### Gradient corrections and the band gap of ZnS

A band gap belongs to the crystal, so seven calculations on the same cell of zinc sulfide ought to give nearly the same value. If they differ, it seems natural to read a larger gap as a better functional, since the measured gap lies above them all. The table contradicts the first idea, and the second doesn't survive a closer look.

Kohn-Sham band gaps of ZnS (space group F-43m) from GPAW 26.7.0 with PAW data sets and plane waves, all on the same unrelaxed 2-atom cell (edges 3.821 Å), without spin polarization or spin-orbit coupling. The measured gap is 3.54 eV, a direct optical gap from a Tauc plot of a film's UV-vis absorption (pmc:9697895; values found: 3.54 to 3.85 eV).

```csv
program,functional,how the value is got,potentials or basis,wave cutoff (eV),k-mesh,computed band gap (eV),computed less measured (eV)
GPAW 26.7.0 (1),LDA,"Kohn-Sham, on the mesh",GPAW PAW data sets (gpaw data 1.2.1),500,7x7x7,1.860,-1.68
GPAW 26.7.0 (2),LDA,"Kohn-Sham, on the mesh","GPAW PAW data sets (gpaw data 1.2.1), newer versions",500,7x7x7,1.862,-1.68
GPAW 26.7.0 (3),SOGGA,"Kohn-Sham, on the mesh",PAW data sets made by gpaw setup for the functional,600,7x7x7,1.957,-1.58
GPAW 26.7.0 (4),PBEsol,"Kohn-Sham, on the mesh",PAW data sets made by gpaw setup for the functional,600,9x9x9,1.968,-1.57
GPAW 26.7.0 (5),PBE,"Kohn-Sham, on the mesh",GPAW PAW data sets (gpaw data 1.2.1),900,7x7x7,2.102,-1.44
GPAW 26.7.0 (6),RPBE,"Kohn-Sham, on the mesh",GPAW PAW data sets (gpaw data 1.2.1),600,7x7x7,2.273,-1.27
GPAW 26.7.0 (7),BEEF-vdW,"Kohn-Sham, on the mesh",GPAW PAW data sets (gpaw data 1.2.1),600,7x7x7,2.318,-1.22
```

All rows are Kohn-Sham gaps from one program, GPAW, with no hybrid functional or GW among them. The two LDA rows used different versions of the potentials and agree to 0.002 eV, so for LDA this choice hardly matters. The functional matters much more: the gap grows from 1.86 eV in LDA to 2.10 eV in PBE and 2.27 eV in RPBE. LDA knows only the local density, while PBE and RPBE also respond to its gradient, RPBE more strongly at intermediate gradients. SOGGA and PBEsol, which have a weaker gradient term than PBE, lie between LDA and PBE.

**Why a gradient term opens the gap.** Gradient-corrected exchange lowers the energy of an uneven electron density $n$. Its simplest form, with a positive constant $C$, is

$$E_g=-C\int \frac{|\nabla n|^2}{n^{4/3}}\,d^3r .$$

An electron feels the functional derivative of this energy,

$$v_g=C\left[\frac{2\nabla^2 n}{n^{4/3}}-\frac{4}{3}\,\frac{|\nabla n|^2}{n^{7/3}}\right].$$

At a minimum of the density the gradient vanishes and the curvature is positive, so the potential is raised. At a maximum the curvature is negative and the potential is lowered. Filled states have made the maxima, and the highest of them in ZnS are mainly sulfur 3p. The lowest empty state is s-like and reaches far into the thin density between the atoms. Theory thus argues that a stronger gradient term lifts the empty state against the filled ones.

The orbital energies at the zone centre, where the gap lies, show what really moves. Measured from the top of the valence band, the conduction edge rises by 0.41 eV from the second LDA row to RPBE, but the next empty level by only 0.22 eV. The deep sulfur 3s level stays where it was to within 0.01 eV. The larger gap is therefore not a uniform lift of all empty states; of these two empty levels, the s-like edge responds more.

One level warns against a picture that is too simple. The upper of the filled zinc 3d levels also rises, by 0.18 eV, although it is compact and hardly feels the space between the atoms. Part of the change may thus be a shift of zinc levels against sulfur levels that is already present in the free atoms. Calculations on the separate atoms would be needed to decide this.

**How far a simple model goes.** The strength of the gradient term is expressed by the enhancement factor $F(s)$, which multiplies the LDA exchange energy density; $s$ is the gradient scaled by the density. Suppose that the rise of the gap over LDA is proportional to $F-1$ at one typical $s$. With $x=0.22\,s^2/0.80$, PBE has $F-1=0.80\,[1-1/(1+x)]$ and RPBE has $F-1=0.80\,(1-e^{-x})$. The PBE row sets the constant of proportionality, and the RPBE row, not used in the fit, tests the model.

Take $s=2.5$, close to where the two functionals differ most in relative terms. It isn't chosen as typical of ZnS, but because it gives the model its best chance of matching the RPBE row. Then $x=1.7$, and $F-1$ is 0.51 for PBE and 0.66 for RPBE, a ratio of 1.3. The PBE rise of 0.24 eV becomes $0.24\times1.3=0.31$ eV for RPBE, whereas the calculation gives 0.41 eV.

The model fails in the same sense at the weak end: it gives PBEsol more than half of the PBE rise, and the calculation gives 45 percent. It ranks these functionals correctly but makes them too alike, whatever $s$ is chosen. One reason may be that the potential depends on derivatives of $F$ and not on $F$ alone. The model also leaves out the gradient term in correlation, which is weaker in PBEsol than in PBE. This term has the opposite sign to the one in exchange, so it is expected to take back part of each rise. PBE and RPBE share it, and an equal loss from both would make the ratio of their rises larger, as the calculation finds.

Two places in the series carry no such lesson. SOGGA and PBEsol are only 0.01 eV apart and were run on different meshes, so little should be read into their order. BEEF-vdW lies 0.05 eV above RPBE, but it changes exchange and correlation together, and the table can't separate the two.

**What the fixed cell hides.** All rows share one cell, and no functional was allowed to choose its own volume. The calculated pressure, available for all rows but BEEF-vdW, shows how badly the cell suits a functional. It is −5.1 GPa in LDA, which would shrink the crystal, and +4.5 GPa in RPBE, which would expand it. Compression widens the gap of ZnS, by very roughly 0.06 eV per GPa, so relaxation would raise the LDA gap and lower that of RPBE.

To first order the LDA gap becomes $1.86+0.06\times5.1\approx2.2$ eV and the RPBE gap $2.27-0.06\times4.5\approx2.0$ eV. In this estimate the order is reversed. It rests on the rough coefficient, but any value above 0.043 eV per GPa would do the same. The rise from LDA to RPBE is thus the response of the electrons at a given volume, and it need not survive when each functional also sets the lattice constant.

**What remains of the error.** Even on the fixed cell, BEEF-vdW closes only 27 percent of the LDA shortfall and stays 1.2 eV below the measured gap. Against the highest measured value found, 3.85 eV, it would miss by 1.5 eV. For an engineer who judges ZnS as a transparent layer this is an error of kind: a gap of 2.3 eV implies absorption of blue light, while the measured gap lies in the ultraviolet.

The measured value is an optical gap of a film, and it includes temperature, zero-point motion and the attraction between electron and hole. In ZnS these effects lower the absorption edge, so they can't explain why the computed gaps are too small. Spin-orbit coupling, also left out, is a minor correction in ZnS. The main cause is well known from theory. When an electron is added to an insulator, the exact exchange-correlation potential jumps by a constant, and this jump belongs to the true gap. The Kohn-Sham gap of a semilocal functional doesn't contain it, with or without gradients. Such functionals are also known to place the zinc 3d levels too high. There they are expected to push the top of the valence band up and narrow the gap further.

A stronger gradient term reshapes the potential and so moves the conduction edge, but it doesn't supply the jump. A larger gap within this series is therefore a poor reason to prefer a functional. The output below gives the level shifts, the test of the enhancement model and the estimates for relaxed cells.

Numerical output:

```
Gap on the fixed cell:
              row  rise over LDA (eV)  percent of measured gap
  GPAW 26.7.0 (1)                   0                    52.54
  GPAW 26.7.0 (2)               0.002                     52.6
  GPAW 26.7.0 (3)               0.097                    55.28
  GPAW 26.7.0 (4)               0.108                    55.59
  GPAW 26.7.0 (5)               0.242                    59.38
  GPAW 26.7.0 (6)               0.413                    64.21
  GPAW 26.7.0 (7)               0.458                    65.48
Spread from lowest to highest gap (eV): 0.458
Part of the LDA shortfall closed by BEEF-vdW (percent): 27.26
Shortfall left in BEEF-vdW (eV): 1.222
Shortfall left in BEEF-vdW against the highest measured value found (eV): 1.532
Step from PBE to RPBE (eV): 0.171
Step from RPBE to BEEF-vdW (eV): 0.045
Rise of the conduction edge from LDA to RPBE (eV): 0.411
Rise of the next empty level (threefold) from LDA to RPBE (eV): 0.2233
Rise of the upper Zn 3d level from LDA to RPBE (eV): 0.1808
Rise of the deep sulfur 3s level from LDA to RPBE (eV): 0.00561
Depth of the upper Zn 3d level below the valence top in LDA (eV): 5.973
Depth of the upper Zn 3d level below the valence top in RPBE (eV): 5.792
Computed rise over LDA, RPBE divided by PBE: 1.707
Largest ratio that the enhancement model allows, RPBE divided by PBE: 1.298
Largest RPBE rise over LDA that the model allows (eV): 0.3142
Computed rise over LDA, PBEsol divided by PBE: 0.4463
Smallest ratio on the grid of the enhancement model, PBEsol divided by PBE: 0.5619
Pressure coefficient that would cancel the LDA-RPBE difference (eV/GPa): 0.04321
Pressure coefficient that would cancel the PBE-RPBE difference (eV/GPa): 0.06055
Rough gap on its own relaxed cell, LDA (eV): 2.164
Rough gap on its own relaxed cell, PBEsol (eV): 2.087
Rough gap on its own relaxed cell, PBE (eV): 2.002
Rough gap on its own relaxed cell, RPBE (eV): 2.003
```
